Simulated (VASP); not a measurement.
# LiF (P6_3mc) in VASP: settings compared

Aim: see how the results for LiF move with the level of theory and the settings. Levels: r2SCAN, HSE06. Tasks: single point.

Everything below comes from runs of VASP 6.6.1. Logs are shortened: lines on timing, memory, paths and dates and some standing lists are left out, and cuts for length are marked.

**1. Starting point**

Symmetry: P6_3mc, No. 186, hexagonal system. The conventional cell has a = 3.081 Å, b = 3.081 Å, c = 4.785 Å, α = 90.00°, β = 90.00°, γ = 120.00°. Li (site symmetry 3m) is surrounded by 4 F at 1.86 to 1.87 Å. F (site symmetry 3m) is surrounded by 4 Li at 1.86 to 1.87 Å.

The cell was built by a generator and needn't be a form met in nature.

**2. Single point, r2SCAN**

POSCAR

```
LiF
1.0
    3.0810126371      0.0000000000      0.0000000000
   -1.5405063186      2.6682352131      0.0000000000
    0.0000000000      0.0000000000      4.7853429675
Li F
2 2
Direct
    0.3333333333      0.6666666667     -0.0074305300
    0.6666666667      0.3333333333      0.4925694700
    0.3333333333      0.6666666667      0.3824305300
    0.6666666667      0.3333333333      0.8824305300
```

INCAR.step1

```
SYSTEM = LiF
PREC = Accurate
ENCUT = 520
ISMEAR = 0
SIGMA = 0.01
LREAL = .FALSE.
LASPH = .TRUE.
NELM = 80
NBANDS = 18
GGA = PE
ALGO = Normal
EDIFF = 1E-4
LWAVE = .TRUE.
LCHARG = .FALSE.
```

INCAR.step2

```
SYSTEM = LiF
PREC = Accurate
ENCUT = 520
EDIFF = 1E-6
ISMEAR = 0
SIGMA = 0.01
LREAL = .FALSE.
LASPH = .TRUE.
NELM = 80
ALGO = Normal
ISIF = 2
LWAVE = .FALSE.
LCHARG = .FALSE.
METAGGA = R2SCAN
LMIXTAU = .TRUE.
NBANDS = 18
ISTART = 1
```

KPOINTS

```
Automatic mesh
0
G
  12 12 6
  0 0 0
```

Potentials or basis: VASP PAW PBE potentials, release 64 (Li_sv, F).

Run with:

```bash
$ cat potpaw_PBE.64/Li_sv/POTCAR potpaw_PBE.64/F/POTCAR > POTCAR
$ cp INCAR.step1 INCAR
$ mpirun -np 1 vasp_std > vasp.out
$ cp INCAR.step2 INCAR
$ mpirun -np 1 vasp_std > vasp.out
```

OUTCAR:

```text
SYSTEM = LiF
   PREC = Accurate
   ENCUT = 520
   EDIFF = 1E-6
   ISMEAR = 0
   LREAL = .FALSE.
   LASPH = .TRUE.
   NELM = 80
   ISIF = 2
   METAGGA = R2SCAN
   ISTART = 1

 ion  position               nearest neighbor table
   1  0.333  0.667  0.993-   4 1.86   4 1.86   4 1.86   3 1.87
   2  0.667  0.333  0.493-   3 1.86   3 1.86   3 1.86   4 1.87
   3  0.333  0.667  0.382-   2 1.86   2 1.86   2 1.86   1 1.87
   4  0.667  0.333  0.882-   1 1.86   1 1.86   1 1.86   2 1.87

  LATTYP: Found a hexagonal cell.
 ALAT       =     3.0810126371
 C/A-ratio  =     1.5531721324

  Lattice vectors:

 A1 = (   3.0810126371,   0.0000000000,   0.0000000000)
 A2 = (  -1.5405063186,   2.6682352131,   0.0000000000)
 A3 = (   0.0000000000,   0.0000000000,   4.7853429675)

Analysis of symmetry for initial positions (statically):
=====================================================================
 Subroutine PRICEL returns:
 Original cell was already a primitive cell.

 Routine SETGRP: Setting up the symmetry group for a
 hexagonal supercell.

 Subroutine GETGRP returns: Found 12 space group operations
 (whereof  6 operations were pure point group operations)
 out of a pool of 24 trial point group operations.

The static configuration has the point symmetry C_3v.
 The point group associated with its full space group is C_6v.

Analysis of symmetry for dynamics (positions and initial velocities):
=====================================================================
 Subroutine PRICEL returns:
 Original cell was already a primitive cell.

 Routine SETGRP: Setting up the symmetry group for a
 hexagonal supercell.

 Subroutine GETGRP returns: Found 12 space group operations
 (whereof  6 operations were pure point group operations)
 out of a pool of 24 trial point group operations.

The dynamic configuration has the point symmetry C_3v.
 The point group associated with its full space group is C_6v.

 Subroutine INISYM returns: Found 12 space group operations
 (whereof  6 operations are pure point group operations),
 and found     1 'primitive' translations

----------------------------------------------------------------------------------------

                                     Primitive cell

  volume of cell :      39.3397

  direct lattice vectors                    reciprocal lattice vectors
     3.081012637  0.000000000  0.000000000     0.324568614  0.187389776  0.000000000
    -1.540506319  2.668235213  0.000000000     0.000000000  0.374779553  0.000000000
     0.000000000  0.000000000  4.785342968     0.000000000  0.000000000  0.208971438

  length of vectors
     3.081012637  3.081012637  4.785342968     0.374779553  0.374779553  0.208971438

  position of ions in fractional coordinates (direct lattice)
     0.333333333  0.666666667  0.992569470
     0.666666667  0.333333333  0.492569470
     0.333333333  0.666666667  0.382430530
     0.666666667  0.333333333  0.882430530

  ion indices of the primitive-cell ions
   primitive index   ion index
                 1           1
                 2           2
                 3           3
                 4           4

----------------------------------------------------------------------------------------

 KPOINTS: Automatic mesh

Automatic generation of k-mesh.
 Grid dimensions read from file:
 generate k-points for:   12   12    6

 Generating k-lattice:

  Cartesian coordinates                     Fractional coordinates (reciprocal lattice)
     0.027047384  0.015615815  0.000000000     0.083333333  0.000000000  0.000000000
     0.000000000  0.031231629  0.000000000     0.000000000  0.083333333  0.000000000
     0.000000000  0.000000000  0.034828573     0.000000000  0.000000000  0.166666667

  Length of vectors
     0.031231629  0.031231629  0.034828573

  Shift w.r.t. Gamma in fractional coordinates (k-lattice)
     0.000000000  0.000000000  0.000000000

 Subroutine IBZKPT returns following result:
 ===========================================

 Found     76 irreducible k-points:

 Following reciprocal coordinates:
            Coordinates               Weight
  0.000000  0.000000  0.000000      1.000000
  0.083333  0.000000  0.000000      6.000000
  0.166667  0.000000  0.000000      6.000000
  0.250000 -0.000000  0.000000      6.000000
  0.333333  0.000000  0.000000      6.000000
  0.416667 -0.000000  0.000000      6.000000
[... 16 lines left out ...]
  0.250000 -0.000000  0.166667     12.000000
  0.333333  0.000000  0.166667     12.000000
 [... further k-points ...]
   k-points           NKPTS =     76   k-points in BZ     NKDIM =     76   number of bands    NBANDS=     18
   number of dos      NEDOS =    301   number of ions     NIONS =      4
   total plane-waves  NPLWV =  20736
   dimension x,y,z NGX =    24 NGY =   24 NGZ =   36
   dimension x,y,z NGXF=    48 NGYF=   48 NGZF=   72
   ions per type =               2   2
   NGX,Y,Z   is equivalent  to a cutoff of  12.95, 12.95, 12.51 a.u.
   NGXF,Y,Z  is equivalent  to a cutoff of  25.90, 25.90, 25.01 a.u.
 SYSTEM =  LiF
   PREC   = accura    normal or accurate (medium, high low for compatibility)
   ISTART =      1    job   : 0-new  1-cont  2-samecut
   ICHARG =      0    charge: 1-file 2-atom 10-const
   ISPIN  =      1    spin polarized calculation?
   LNONCOLLINEAR =      F non collinear calculations
   LSORBIT =      F    spin-orbit coupling
   LASPH  =      T    aspherical Exc in radial PAW
   ENCUT  =  520.0 eV  38.22 Ry    6.18 a.u.   5.73  5.73  8.90*2*pi/ulx,y,z
   NELM   =     80;   NELMIN=  2; NELMDL=  0     # of ELM steps
   EDIFF  = 0.1E-05   stopping-criterion for ELM
   LREAL  =      F    real-space projection
   EDIFFG = 0.1E-04   stopping-criterion for IOM
   NSW    =      0    number of steps for IOM
   IBRION =     -1    ionic relax: 0-MD 1-quasi-New 2-CG
   NFREE  =      0    steps in history (QN), initial steepest desc. (CG)
   ISIF   =      2    stress and relaxation
   ISYM   =      2    0-nonsym 1-usesym 2-fastsym
   POTIM  = 0.5000    time-step for ionic-motion
   TEBEG  =    0.0;   TEEND  =   0.0 temperature during run
   PSTRESS=    0.0 pullay stress
   NELECT =      20.0000    total number of electrons
   NUPDOWN=      -1.0000    fix difference up-down
   EMIN   =  10.00;   EMAX   =-10.00  energy-range for DOS
   EFERMI =   0.00;   METHOD = LEGACY
   ISMEAR =     0;   SIGMA  =   0.01  broadening in eV -4-tet -1-fermi 0-gaus
   EFERMI_NEDOS =   21; number of points for ismear=-14 and -15
   IALGO  =     38    algorithm
   IMIX   =      4    mixing-type and parameters
     AMIX     =   0.40;   BMIX     =  1.00
     AMIX_MAG =   1.60;   BMIX_MAG =  1.00
  volume/ion in A,a.u.               =       9.83        66.37
  Fermi-wavevector in a.u.,A,eV,Ry     =   1.306596  2.469108 23.227767  1.707193
  Thomas-Fermi vector in A             =   2.437387
   LORBIT       =      0    0 simple, 1 ext, 2 COOP (PROOUT), +10 PAW based schemes
   METAGGA = R2SCAN    functional components
   LHFCALC =     F    Hartree Fock is set to
   AEXX    =    0.0000 exact exchange contribution
   IVDW    =     0    specifies the selected vdW correction
   LEPSILON=     F    determine dielectric tensor
   LRPA    =     F    only Hartree local field effects (RPA)
 non-spin polarized calculation
 Gauss-broadening in eV      SIGMA  =   0.01
  energy-cutoff  :      520.00
  volume of cell :       39.34
 maximum number of plane-waves:      1085
 NGX is ok and might be reduce to    24
   NGX = 11   NGY = 11   NGZ = 17

 number of electron      20.0000014 magnetization

 Free energy of the ion-electron system (eV)
  ---------------------------------------------------
  ext. energy  EPLUGINS =         0.00000000
  ---------------------------------------------------
  free energy    TOTEN  =       -23.65870720 eV

  energy without entropy =      -23.65870720  energy(sigma->0) =      -23.65870720

 E-fermi :  -2.9481     XC(G=0):  -9.4026

 val. band max:       -3.0262450954   @ k =   0.0000   0.0000   0.0000
 cond. band min:       5.6501847711   @ k =   0.0000   0.0000   0.0000
 fundamental gap:      8.6764298665
 Fermi energy:        -2.9481147862

 k-point     1 :       0.0000    0.0000    0.0000
  band No.  band energies     occupation
      1     -44.5905      2.00000
      2     -44.5467      2.00000
      3     -23.6236      2.00000
      4     -23.3914      2.00000
      5      -5.2183      2.00000
      6      -3.5432      2.00000
[... 10 lines left out ...]
     17      18.1859      0.00000
     18      19.2101      0.00000

 k-point     2 :       0.0833    0.0000    0.0000
  band No.  band energies     occupation
      1     -44.5882      2.00000
      2     -44.5458      2.00000
      3     -23.6153      2.00000
      4     -23.3899      2.00000
      5      -5.1827      2.00000
      6      -3.6132      2.00000
[... 10 lines left out ...]
     17      18.3088      0.00000
     18      19.1844      0.00000

 k-point     3 :       0.1667    0.0000    0.0000
  band No.  band energies     occupation
      1     -44.5820      2.00000
      2     -44.5434      2.00000
      3     -23.5923      2.00000
      4     -23.3867      2.00000
      5      -5.0839      2.00000
      6      -3.8231      2.00000
[... 10 lines left out ...]
     17      18.4867      0.00000
     18      18.5136      0.00000

 k-point     4 :       0.2500   -0.0000    0.0000
  band No.  band energies     occupation
      1     -44.5731      2.00000
      2     -44.5405      2.00000
      3     -23.5579      2.00000
      4     -23.3848      2.00000
      5      -4.9559      2.00000
      6      -4.1192      2.00000
[... 375 lines left out ...]
      4     -23.4017      2.00000
      5      -4.9716      2.00000
      6      -3.8024      2.00000
[... 10 lines left out ...]
     17      18.2199      0.00000
     18      18.4612      0.00000

 k-point    23 :       0.2500   -0.0000    0.1667
  band No.  band energies     occupation
      1     -44.5710      2.00000
      2     -44.5427      2.00000
      3     -23.5474      2.00000
      4     -23.3976      2.00000
      5      -4.8775      2.00000
      6      -4.1011      2.00000
[... 10 lines left out ...]
     17      18.1426      0.00000
     18      18.7677      0.00000

 k-point    24 :       0.3333    0.0000    0.1667
  band No.  band energies     occupation
      1     -44.5619      2.00000
      2     -44.5401      2.00000
      3     -23.5111      2.00000
      4     -23.3971      2.00000
      5      -4.8719      2.00000
      6      -4.3025      2.00000
[... 10 lines left out ...]
     17      17.8895      0.00000
     18      19.1504      0.00000

 [... further k-points ...]

------------------------ aborting loop because EDIFF is reached ----------------------------------------

  FORCE on cell =-STRESS in cart. coord.  units (eV):
  Direction    XX          YY          ZZ          XY          YZ          ZX
  --------------------------------------------------------------------------------------
  -------------------------------------------------------------------------------------
  Total       -0.0761252     -0.0761252     -0.0680075      0.0000000      0.0000000      0.0000000
  in kB       -3.1003346     -3.1003346     -2.7697241      0.0000000      0.0000000      0.0000000
  external PRESSURE =      -2.9901311 kB  Pullay stress =       0.0000000 kB

 VOLUME and BASIS-vectors are now :
 -----------------------------------------------------------------------------
  energy-cutoff  :      520.00
  volume of cell :       39.34
      direct lattice vectors                 reciprocal lattice vectors
     3.081012637  0.000000000  0.000000000     0.324568614  0.187389776  0.000000000
    -1.540506319  2.668235213  0.000000000     0.000000000  0.374779553  0.000000000
     0.000000000  0.000000000  4.785342968     0.000000000  0.000000000  0.208971438

 POSITION                                       TOTAL-FORCE (eV/Angst)
 -----------------------------------------------------------------------------------
     -0.00000      1.77882      4.74979         0.000000      0.000000     -0.003379
      1.54051      0.88941      2.35711        -0.000000     -0.000000     -0.003379
     -0.00000      1.77882      1.83006         0.000000     -0.000000      0.003379
      1.54051      0.88941      4.22273        -0.000000      0.000000      0.003379
 -----------------------------------------------------------------------------------
    total drift:                               -0.000001     -0.000001     -0.057025

  FREE ENERGIE OF THE ION-ELECTRON SYSTEM (eV)
  ---------------------------------------------------
  free  energy   TOTEN  =       -23.6587071980 eV

  energy  without entropy=      -23.6587071980  energy(sigma->0) =      -23.65870720
```

Run time: 85 s. Hardware: 1 thread of Intel Xeon 6975P-C (Granite Rapids), shared host; peak memory 0.18 GiB.

What came out:

| Item | Value |
| --- | --- |
| Free energy | -23.6587 eV |
| Largest force | 0.003 eV/Å |
| Band gap on the k mesh | 8.68 eV, direct |

Forces on the atoms (eV/Å):
```
Li   0.000  0.000 -0.003
Li   0.000  0.000 -0.003
F    0.000  0.000  0.003
F    0.000  0.000  0.003
```

Caveat: the cutoff is under 1.25 times the usual one of these potentials, so pressure, stress and relaxed cells hold a basis-set (Pulay) error; the PAW data sets were made with another functional, which shifts forces and pressure a little.

(Continued in part 2 of 2.)
